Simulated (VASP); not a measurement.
# MnS: DFT+U ground state, by Hubbard U and LDAUTYPE

MnS, Fm-3m (no. 225), 4 atoms in the cell.

| Hubbard U (eV) | LDAUTYPE | Hund's J (eV) | Form of DFT+U | Gap (eV) | Largest site moment (muB) | Time (s) |
|---|---|---|---|---|---|---|
| Mn shell d, U 3.7 | 1 | 0.7 | Liechtenstein, U + J and J | 2.08 | 4.45 | 30 |
| Mn shell d, U 3 | 1 | – | Liechtenstein, J = 0 | 2.08 | 4.45 | 32 |
| Mn shell d, U 3.7 | 2 | 0.7 | Dudarev, U + J and J | 2.08 | 4.45 | 27 |
| Mn shell d, U 3 | 2 | – | Dudarev, U alone | 2.08 | 4.45 | 26 |
| Mn shell d, U 3, S shell p, U 4 | 2 | – | Dudarev, U on the anion p shell too | 1.99 | 4.44 | 39 |
| Mn shell d, U 3.7 | 4 | 0.7 | type 4, U + J and J | 1.39 | 4.28 | 32 |
| – | – | – | none | 0.93 | 4.20 | 25 |

Limits: The cell is the same for all forms and was relaxed for none; total energies under different U or different forms can't be compared; magnetic orders weren't compared, so this needn't be the magnetic ground state.

## Input of the first row

INCAR:
```
SYSTEM = MnS
ALGO = Normal
AMIX = 0.2
AMIX_MAG = 0.8
BMIX = 1E-4
BMIX_MAG = 1E-4
EDIFF = 1E-6
ENCUT = 520
GGA = PE
ISIF = 2
ISMEAR = 0
ISPIN = 2
LASPH = .True.
LCHARG = .False.
LDAU = .True.
LDAUJ = 0.7 0
LDAUL = 2 -1
LDAUPRINT = 1
LDAUTYPE = 1
LDAUU = 3.7 0
LMAXMIX = 4
LORBIT = 11
LREAL = .False.
LWAVE = .False.
MAGMOM = 5 -5 0 0
NELM = 200
PREC = Accurate
SIGMA = 0.05
```

KPOINTS:
```
k-points
0
Gamma
  7 7 7
```

POSCAR:
```
MnS
1.0
    0.0000000000      2.6045000000      2.6045000000
    2.6045000000      0.0000000000      2.6045000000
    2.6045000000      5.2090000000     -2.6045000000
Mn S
2 2
Direct
    0.0000000000      0.0000000000      0.0000000000
    0.0000000000      0.5000000000      0.5000000000
    0.5000000000      0.7500000000      0.2500000000
    0.5000000000      0.2500000000      0.7500000000
```

Commands:
```
cat potpaw_PBE.64/Mn_pv/POTCAR potpaw_PBE.64/S/POTCAR > POTCAR
mpirun -np 4 vasp_std > vasp.out
```

Changes of the last row against the first:
```
- LDAU = True
- LDAUTYPE = 1
- LDAUL = 2 -1
- LDAUU = 3.7 0
- LDAUJ = 0.7 0
- LDAUPRINT = 1
```

VASP 6.6.1 took 30 s on 4 cores (Intel Xeon Platinum 8488C (Sapphire Rapids)), a shared host.
